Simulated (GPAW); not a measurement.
Set up this calculation in GPAW 26.7.0, as an ASE script.

```
Task                : single point
Functional          : PBE
Potentials or basis : GPAW PAW data sets (gpaw-data 1.2.1)
Cutoff              : 500 eV
Basis               : pw
k mesh              : 7 × 7 × 4
Occupations         : fermi-dirac, width 0.05 eV
Spin                : no spin polarisation
Maxiter             : 80
```

The structure of TaS2 lies in TaS2.cif:

```cif
data_TaS2
_cell_length_a 3.35000000
_cell_length_b 3.35000000
_cell_length_c 5.86000000
_cell_angle_alpha 90.00000000
_cell_angle_beta 90.00000000
_cell_angle_gamma 120.00000000
_space_group_name_H-M_alt 'P-3m1'
_space_group_name_Hall '-P 3 2"'
_space_group_IT_number 164
loop_
_space_group_symop_operation_xyz
'x,y,z'
'-x,-y,-z'
'-y,x-y,z'
'y,-x+y,-z'
'-x+y,-x,z'
'x-y,x,-z'
'y,x,-z'
'-y,-x,z'
'x-y,-y,-z'
'-x+y,y,z'
'-x,-x+y,-z'
'x,x-y,z'
loop_
_atom_site_label
_atom_site_type_symbol
_atom_site_symmetry_multiplicity
_atom_site_Wyckoff_symbol
_atom_site_fract_x
_atom_site_fract_y
_atom_site_fract_z
_atom_site_occupancy
Ta1 Ta 1 a 0.0000000000 0.0000000000 0.0000000000 1
S1 S 2 d 0.6666666667 0.3333333333 0.7500000000 1
```

These files were run (other wordings do the same):

run.py

```python
from ase.dft.bandgap import bandgap
from ase.io import read, write
from ase.units import GPa
from gpaw import GPAW, PW

atoms = read('TaS2.cif')

calc = GPAW(mode=PW(500),
            xc='PBE',
            kpts={'size': (7, 7, 4), 'gamma': True},
            occupations={'name': 'fermi-dirac', 'width': 0.05},
            nbands=25,
            convergence={'density': 1e-05, 'energy': 1e-05},
            maxiter=80,
            txt='gpaw.txt')
atoms.calc = calc
energy = atoms.get_potential_energy()
forces = atoms.get_forces()
stress = atoms.get_stress()
calc.write('gs.gpw')
write('result.traj', atoms)
print(f'Energy: {energy:.6f} eV')
print('Forces (eV/A):')
print(forces.round(4))
print('Stress (GPa):', (stress / GPa).round(3))
print('Fermi level:', round(calc.get_fermi_level(), 4), 'eV')
print(f'Gap: {bandgap(calc)[0]:.4f} eV, direct: {bandgap(calc, direct=True)[0]:.4f} eV')
```

Potentials or basis: GPAW PAW data sets (gpaw-data 1.2.1), pw.

Launch:

```bash
$ OMP_NUM_THREADS=1 python run.py
```

Results of the run:

- Pressure: 9.4 GPa
- Largest force: 1.251 eV/Å
- Band gap on the k mesh: none (metal or under the smearing width)

Caveat: the cutoff is short for stress and forces, so pressures can be off by a GPa or more; this functional lacks dispersion, which binds the layers, so the pressure and a relaxed spacing across them are unreliable.

Run time: 14 s on 1 thread of AMD EPYC 7B13 (Zen 3), with other jobs on the host, peak memory 0.16 GiB.
